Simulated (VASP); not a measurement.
# CoSi2 (Fm-3m) in VASP: reference runs

How does CoSi2 come out in PBE? The cell is run as given and disturbed.

All numbers are computed with VASP 6.6.1; they aren't measurements. Logs are shortened: lines on timing, memory, paths and dates and some standing lists are left out, and cuts for length are marked.

## 1. The structure

It takes space group Fm-3m (No. 225, cubic). The conventional cell has a = 5.356 Å, b = 5.356 Å, c = 5.356 Å, α = 90.00°, β = 90.00°, γ = 90.00°. Co (site symmetry m-3m) is surrounded by 8 Si at 2.32 Å. Si (site symmetry -43m) is surrounded by 4 Co at 2.32 Å.

## 2. Single point, PBE, collinear spin, ferromagnetic start

Input file INCAR:

```
SYSTEM = CoSi2
  ALGO = Normal
  EDIFF = 1E-7
  ENCUT = 520
  GGA = PE
  ISIF = 2
  ISMEAR = -1
  ISPIN = 2
  LASPH = .True.
  LCHARG = .False.
  LMAXMIX = 4
  LORBIT = 11
  LREAL = .False.
  LWAVE = .False.
  MAGMOM = 2 0 0
  NBANDS = 20
  NELM = 120
  PREC = Accurate
  SIGMA = 0.05
```

Input file KPOINTS:

```
k-points
0
Gamma
  9 9 9
  0 0 0
```

Input file POSCAR:

```
CoSi2
1.0
    0.0000000000      2.6780000000      2.6780000000
    2.6780000000      0.0000000000      2.6780000000
    2.6780000000      2.6780000000      0.0000000000
Co Si
1 2
Direct
    0.0000000000      0.0000000000      0.0000000000
    0.7500000000      0.7500000000      0.7500000000
    0.2500000000      0.2500000000      0.2500000000
```

Potentials or basis: VASP PAW PBE potentials, release 64 (Co, Si).

Run with:

```bash
> cat potpaw_PBE.64/Co/POTCAR potpaw_PBE.64/Si/POTCAR > POTCAR
> mpirun -np 1 vasp_std > vasp.out
```

OUTCAR:

```text
SYSTEM = CoSi2
   EDIFF = 1E-7
   ENCUT = 520
   GGA = PE
   ISIF = 2
   ISMEAR = -1
   ISPIN = 2
   LASPH = .True.
   LORBIT = 11
   LREAL = .False.
   NELM = 120
   PREC = Accurate

 ion  position               nearest neighbor table
   1  0.000  0.000  0.000-   2 2.32   3 2.32   2 2.32   2 2.32   3 2.32   2 2.32   3 2.32   3 2.32

   2  0.750  0.750  0.750-   1 2.32   1 2.32   1 2.32   1 2.32   3 2.68   3 2.68   3 2.68   3 2.68
                             3 2.68   3 2.68
   3  0.250  0.250  0.250-   1 2.32   1 2.32   1 2.32   1 2.32   2 2.68   2 2.68   2 2.68   2 2.68
                             2 2.68   2 2.68

  LATTYP: Found a face centered cubic cell.
 ALAT       =     5.3560000000

  Lattice vectors:

 A1 = (   0.0000000000,   2.6780000000,   2.6780000000)
 A2 = (   2.6780000000,   0.0000000000,   2.6780000000)
 A3 = (   2.6780000000,   2.6780000000,   0.0000000000)

Analysis of symmetry for initial positions (statically):
=====================================================================
 Subroutine PRICEL returns:
 Original cell was already a primitive cell.

 Routine SETGRP: Setting up the symmetry group for a
 face centered cubic supercell.

 Subroutine GETGRP returns: Found 48 space group operations
 (whereof 48 operations were pure point group operations)
 out of a pool of 48 trial point group operations.

The static configuration has the point symmetry O_h .

Analysis of symmetry for dynamics (positions and initial velocities):
=====================================================================
 Subroutine PRICEL returns:
 Original cell was already a primitive cell.

 Routine SETGRP: Setting up the symmetry group for a
 face centered cubic supercell.

 Subroutine GETGRP returns: Found 48 space group operations
 (whereof 48 operations were pure point group operations)
 out of a pool of 48 trial point group operations.

The dynamic configuration has the point symmetry O_h .

Analysis of structural, dynamic, and magnetic symmetry:
=====================================================================
 Subroutine PRICEL returns:
 Original cell was already a primitive cell.

 Routine SETGRP: Setting up the symmetry group for a
 face centered cubic supercell.

 Subroutine GETGRP returns: Found 48 space group operations
 (whereof 48 operations were pure point group operations)
 out of a pool of 48 trial point group operations.

The overall configuration has the point symmetry O_h .

 Subroutine INISYM returns: Found 48 space group operations
 (whereof 48 operations are pure point group operations),
 and found     1 'primitive' translations

----------------------------------------------------------------------------------------

                                     Primitive cell

  volume of cell :      38.4115

  direct lattice vectors                    reciprocal lattice vectors
     0.000000000  2.678000000  2.678000000    -0.186706497  0.186706497  0.186706497
     2.678000000  0.000000000  2.678000000     0.186706497 -0.186706497  0.186706497
     2.678000000  2.678000000  0.000000000     0.186706497  0.186706497 -0.186706497

  length of vectors
     3.787263920  3.787263920  3.787263920     0.323385140  0.323385140  0.323385140

  position of ions in fractional coordinates (direct lattice)
     0.000000000  0.000000000  0.000000000
     0.750000000  0.750000000  0.750000000
     0.250000000  0.250000000  0.250000000

  ion indices of the primitive-cell ions
   primitive index   ion index
                 1           1
                 2           2
                 3           3

----------------------------------------------------------------------------------------

 KPOINTS: k-points

Automatic generation of k-mesh.
 Grid dimensions read from file:
 generate k-points for:    9    9    9

 Generating k-lattice:

  Cartesian coordinates                     Fractional coordinates (reciprocal lattice)
    -0.020745166  0.020745166  0.020745166     0.111111111  0.000000000  0.000000000
     0.020745166 -0.020745166  0.020745166     0.000000000  0.111111111  0.000000000
     0.020745166  0.020745166 -0.020745166     0.000000000  0.000000000  0.111111111

  Length of vectors
     0.035931682  0.035931682  0.035931682

  Shift w.r.t. Gamma in fractional coordinates (k-lattice)
     0.000000000  0.000000000  0.000000000

 Subroutine IBZKPT returns following result:
 ===========================================

 Found     35 irreducible k-points:

 Following reciprocal coordinates:
            Coordinates               Weight
  0.000000  0.000000  0.000000      1.000000
  0.111111  0.000000  0.000000      8.000000
  0.222222  0.000000  0.000000      8.000000
  0.333333  0.000000  0.000000      8.000000
  0.444444  0.000000  0.000000      8.000000
  0.111111  0.111111  0.000000      6.000000
[... 16 lines left out ...]
 -0.333333  0.333333  0.000000     12.000000
  0.444444  0.444444  0.000000      6.000000
 [... further k-points ...]
   k-points           NKPTS =     35   k-points in BZ     NKDIM =     35   number of bands    NBANDS=     20
   number of dos      NEDOS =    301   number of ions     NIONS =      3
   total plane-waves  NPLWV =  21952
   dimension x,y,z NGX =    28 NGY =   28 NGZ =   28
   dimension x,y,z NGXF=    56 NGYF=   56 NGZF=   56
   ions per type =               1   2
   NGX,Y,Z   is equivalent  to a cutoff of  12.29, 12.29, 12.29 a.u.
   NGXF,Y,Z  is equivalent  to a cutoff of  24.58, 24.58, 24.58 a.u.
 SYSTEM =  CoSi2
   PREC   = accura    normal or accurate (medium, high low for compatibility)
   ISTART =      0    job   : 0-new  1-cont  2-samecut
   ICHARG =      2    charge: 1-file 2-atom 10-const
   ISPIN  =      2    spin polarized calculation?
   LNONCOLLINEAR =      F non collinear calculations
   LSORBIT =      F    spin-orbit coupling
   LASPH  =      T    aspherical Exc in radial PAW
   ENCUT  =  520.0 eV  38.22 Ry    6.18 a.u.   7.04  7.04  7.04*2*pi/ulx,y,z
   NELM   =    120;   NELMIN=  2; NELMDL= -5     # of ELM steps
   EDIFF  = 0.1E-06   stopping-criterion for ELM
   LREAL  =      F    real-space projection
   EDIFFG = 0.1E-05   stopping-criterion for IOM
   NSW    =      0    number of steps for IOM
   IBRION =     -1    ionic relax: 0-MD 1-quasi-New 2-CG
   NFREE  =      0    steps in history (QN), initial steepest desc. (CG)
   ISIF   =      2    stress and relaxation
   ISYM   =      2    0-nonsym 1-usesym 2-fastsym
   POTIM  = 0.5000    time-step for ionic-motion
   TEBEG  =    0.0;   TEEND  =   0.0 temperature during run
   PSTRESS=    0.0 pullay stress
   NELECT =      17.0000    total number of electrons
   NUPDOWN=      -1.0000    fix difference up-down
   EMIN   =  10.00;   EMAX   =-10.00  energy-range for DOS
   EFERMI =   0.00;   METHOD = LEGACY
   ISMEAR =    -1;   SIGMA  =   0.05  broadening in eV -4-tet -1-fermi 0-gaus
   EFERMI_NEDOS =   21; number of points for ismear=-14 and -15
   IALGO  =     38    algorithm
   IMIX   =      4    mixing-type and parameters
     AMIX     =   0.40;   BMIX     =  1.00
     AMIX_MAG =   1.60;   BMIX_MAG =  1.00
  volume/ion in A,a.u.               =      12.80        86.40
  Fermi-wavevector in a.u.,A,eV,Ry     =   1.247586  2.357596 21.177078  1.556471
  Thomas-Fermi vector in A             =   2.381712
   LORBIT       =     11    0 simple, 1 ext, 2 COOP (PROOUT), +10 PAW based schemes
   GGA     = PE    functional components
   LHFCALC =     F    Hartree Fock is set to
   AEXX    =    0.0000 exact exchange contribution
   IVDW    =     0    specifies the selected vdW correction
   LEPSILON=     F    determine dielectric tensor
   LRPA    =     F    only Hartree local field effects (RPA)
 spin polarized calculation
  energy-cutoff  :      520.00
  volume of cell :       38.41
 maximum number of plane-waves:      1044
   NGX = 15   NGY = 15   NGZ = 15

 number of electron      16.9999995 magnetization       0.0000308

 number of electron      16.9999995 magnetization      -0.0000118

 Free energy of the ion-electron system (eV)
  ---------------------------------------------------
  ext. energy  EPLUGINS =         0.00000000
  ---------------------------------------------------
  free energy    TOTEN  =       -19.29501369 eV

  energy without entropy =      -19.28491742  energy(sigma->0) =      -19.28996556

 E-fermi :  10.0621     XC(G=0): -11.7462

 val. band max:       10.0415477050   @ k =  -0.2222   0.1111   0.0000
 cond. band min:      10.0870429970   @ k =   0.3333   0.1111   0.0000
 fundamental gap:      0.0454952919
 Fermi energy:        10.0620676842

 spin component 1

 k-point     1 :       0.0000    0.0000    0.0000
  band No.  band energies     occupation
      1      -3.0318      1.00000
      2       6.0175      1.00000
      3       6.0175      1.00000
      4       6.0175      1.00000
      5       8.1892      1.00000
      6       8.1892      1.00000
[... 12 lines left out ...]
     19      20.6402      0.00000
[... 513 lines left out ...]
      4       6.3988      1.00000
      5       6.3988      1.00000
      6       8.2432      1.00000
[... 12 lines left out ...]
     19      25.1449      0.00000
     20      25.1449      0.00000

 [... further k-points ...]

 spin component 2

 k-point     1 :       0.0000    0.0000    0.0000
  band No.  band energies     occupation
      1      -3.0318      1.00000
      2       6.0175      1.00000
      3       6.0175      1.00000
      4       6.0175      1.00000
      5       8.1892      1.00000
      6       8.1892      1.00000
[... 12 lines left out ...]
     19      20.6402      0.00000
[... 513 lines left out ...]
      4       6.3988      1.00000
      5       6.3988      1.00000
      6       8.2432      1.00000
[... 12 lines left out ...]
     19      25.1449      0.00000
     20      25.1449      0.00000

 [... further k-points ...]

------------------------ aborting loop because EDIFF is reached ----------------------------------------

  FORCE on cell =-STRESS in cart. coord.  units (eV):
  Direction    XX          YY          ZZ          XY          YZ          ZX
  --------------------------------------------------------------------------------------
  -------------------------------------------------------------------------------------
  Total        0.0758338      0.0758338      0.0758338     -0.0000000     -0.0000000     -0.0000000
  in kB        3.1630899      3.1630899      3.1630899     -0.0000000     -0.0000000     -0.0000000
  external PRESSURE =       3.1630899 kB  Pullay stress =       0.0000000 kB

 VOLUME and BASIS-vectors are now :
 -----------------------------------------------------------------------------
  energy-cutoff  :      520.00
  volume of cell :       38.41
      direct lattice vectors                 reciprocal lattice vectors
     0.000000000  2.678000000  2.678000000    -0.186706497  0.186706497  0.186706497
     2.678000000  0.000000000  2.678000000     0.186706497 -0.186706497  0.186706497
     2.678000000  2.678000000  0.000000000     0.186706497  0.186706497 -0.186706497

 POSITION                                       TOTAL-FORCE (eV/Angst)
 -----------------------------------------------------------------------------------
      0.00000      0.00000      0.00000        -0.000000     -0.000000     -0.000000
      4.01700      4.01700      4.01700         0.000000     -0.000000     -0.000000
      1.33900      1.33900      1.33900        -0.000000      0.000000      0.000000
 -----------------------------------------------------------------------------------
    total drift:                               -0.000000     -0.000000      0.000000

  FREE ENERGIE OF THE ION-ELECTRON SYSTEM (eV)
  ---------------------------------------------------
  free  energy   TOTEN  =       -19.2950136893 eV

  energy  without entropy=      -19.2849174237  energy(sigma->0) =      -19.28996556

 total charge

# of ion       s       p       d       tot
------------------------------------------
    1        0.540   0.719   7.596   8.855
    2        0.718   0.873   0.000   1.590
    3        0.718   0.873   0.000   1.590
--------------------------------------------------
tot          1.975   2.465   7.596  12.036

 magnetization (x)

# of ion       s       p       d       tot
------------------------------------------
    1       -0.000  -0.000  -0.000  -0.000
    2        0.000   0.000   0.000   0.000
    3        0.000   0.000   0.000   0.000
--------------------------------------------------
tot          0.000  -0.000  -0.000  -0.000
```

It took 57 s on 1 thread of Intel Xeon Platinum 8488C (Sapphire Rapids), shared host; peak memory 0.19 GiB.

Results:

- Free energy: -19.2950 eV
- Pressure: 0.3 GPa
- Band gap on the k mesh: none (metal or under the smearing width)
- Net moment: 0.00 μB per cell
- Valence electrons inside the program's atomic spheres: Co 8.86; Si 1.59

Caveat: the starting moments collapsed, and a magnetic state may lie lower.

## 3. Single point, PBE, collinear spin, ferromagnetic start (atoms moved at random, drawn with an rms of 0.05 Å)

Input file INCAR:

```
  ALGO = Normal
  EDIFF = 1E-7
  ENCUT = 520
  GGA = PE
  ISIF = 2
  ISMEAR = -1
  ISPIN = 2
  LASPH = T
  LCHARG = F
  LMAXMIX = 4
  LORBIT = 11
  LREAL = F
  LWAVE = F
  MAGMOM = 2 0 0
  NBANDS = 20
  NELM = 100
  PREC = Accurate
  SIGMA = 0.05
```

Input file KPOINTS:

```
k-points
0
Gamma
  9 9 9
```

Input file POSCAR:

```
CoSi2
1.0
    0.0000000000      2.6780000000      2.6780000000
    2.6780000000      0.0000000000      2.6780000000
    2.6780000000      2.6780000000      0.0000000000
Co Si
1 2
Direct
    0.0047160000     -0.0045920000      0.0044020000
    0.7499510000      0.7473620000      0.7548760000
    0.2566570000      0.2464270000      0.2534650000
```

Potentials or basis: VASP PAW PBE potentials, release 64 (Co, Si).

Run with:

```bash
> cat potpaw_PBE.64/Co/POTCAR potpaw_PBE.64/Si/POTCAR > POTCAR
> mpirun -np 1 vasp_std > vasp.out
```

OUTCAR:

```text
EDIFF = 1E-7
   ENCUT = 520
   GGA = PE
   ISIF = 2
   ISMEAR = -1
   ISPIN = 2
   LASPH = T
   LORBIT = 11
   LREAL = F
   NELM = 100
   PREC = Accurate

 ion  position               nearest neighbor table
   1  0.005  0.995  0.004-   2 2.30   3 2.31   3 2.32   2 2.32   3 2.32   2 2.33   3 2.33   2 2.33

   2  0.750  0.747  0.755-   1 2.30   1 2.32   1 2.33   1 2.33   3 2.66   3 2.66   3 2.67   3 2.68
                             3 2.69   3 2.69
   3  0.257  0.246  0.253-   1 2.31   1 2.32   1 2.32   1 2.33   2 2.66   2 2.66   2 2.67   2 2.68
                             2 2.69   2 2.69

  LATTYP: Found a face centered cubic cell.
 ALAT       =     5.3560000000

  Lattice vectors:

 A1 = (   0.0000000000,   2.6780000000,   2.6780000000)
 A2 = (   2.6780000000,   0.0000000000,   2.6780000000)
 A3 = (   2.6780000000,   2.6780000000,   0.0000000000)

Analysis of symmetry for initial positions (statically):
=====================================================================
 Subroutine PRICEL returns:
 Original cell was already a primitive cell.

 Routine SETGRP: Setting up the symmetry group for a
[... 1306 lines left out ...]

  FORCE on cell =-STRESS in cart. coord.  units (eV):
  Direction    XX          YY          ZZ          XY          YZ          ZX
  --------------------------------------------------------------------------------------
  -------------------------------------------------------------------------------------
  Total        0.0796572      0.0812789      0.0817970     -0.1425848      0.0587763     -0.1302888
  in kB        3.3225672      3.3902123      3.4118209     -5.9473296      2.4516096     -5.4344527
  external PRESSURE =       3.3748668 kB  Pullay stress =       0.0000000 kB

 VOLUME and BASIS-vectors are now :
 -----------------------------------------------------------------------------
  energy-cutoff  :      520.00
  volume of cell :       38.41
      direct lattice vectors                 reciprocal lattice vectors
     0.000000000  2.678000000  2.678000000    -0.186706497  0.186706497  0.186706497
     2.678000000  0.000000000  2.678000000     0.186706497 -0.186706497  0.186706497
     2.678000000  2.678000000  0.000000000     0.186706497  0.186706497 -0.186706497

 POSITION                                       TOTAL-FORCE (eV/Angst)
 -----------------------------------------------------------------------------------
      2.67749      0.02442      2.67833         0.040717     -0.052474      0.000777
      4.02299      4.02993      4.00980        -0.057477      0.107424      0.088305
      1.33871      1.36611      1.34726         0.016760     -0.054950     -0.089082
 -----------------------------------------------------------------------------------
    total drift:                               -0.000014      0.000154      0.000007

  FREE ENERGIE OF THE ION-ELECTRON SYSTEM (eV)
  ---------------------------------------------------
  free  energy   TOTEN  =       -19.2934615917 eV

  energy  without entropy=      -19.2833269610  energy(sigma->0) =      -19.28839428

 total charge

# of ion       s       p       d       tot
------------------------------------------
    1        0.540   0.719   7.596   8.855
    2        0.718   0.873   0.000   1.591
    3        0.718   0.873   0.000   1.590
--------------------------------------------------
tot          1.975   2.465   7.596  12.036

 magnetization (x)

# of ion       s       p       d       tot
------------------------------------------
    1       -0.000  -0.000  -0.000  -0.000
    2        0.000   0.000   0.000   0.000
    3        0.000   0.000   0.000   0.000
--------------------------------------------------
tot          0.000  -0.000  -0.000  -0.000
```

Wall time 9.7 min (1 thread of Intel Xeon Platinum 8488C (Sapphire Rapids), shared host); peak memory 0.49 GiB.

Results:

* Free energy: -19.2935 eV
* Pressure: 0.3 GPa
* Largest force: 0.150 eV/Å
* Band gap on the k mesh: none (metal or under the smearing width)
* Net moment: 0.00 μB per cell
* Valence electrons inside the program's atomic spheres: Co 8.86; Si 1.59

Forces in eV/Å, atoms in the order of the input:
```
Co   0.041 -0.052  0.001
Si  -0.057  0.107  0.088
Si   0.017 -0.055 -0.089
```

Stress tensor (GPa, compression positive):
```
 0.33 -0.59 -0.54
-0.59  0.34  0.25
-0.54  0.25  0.34
```

Caveat: the starting moments collapsed, and a magnetic state may lie lower.
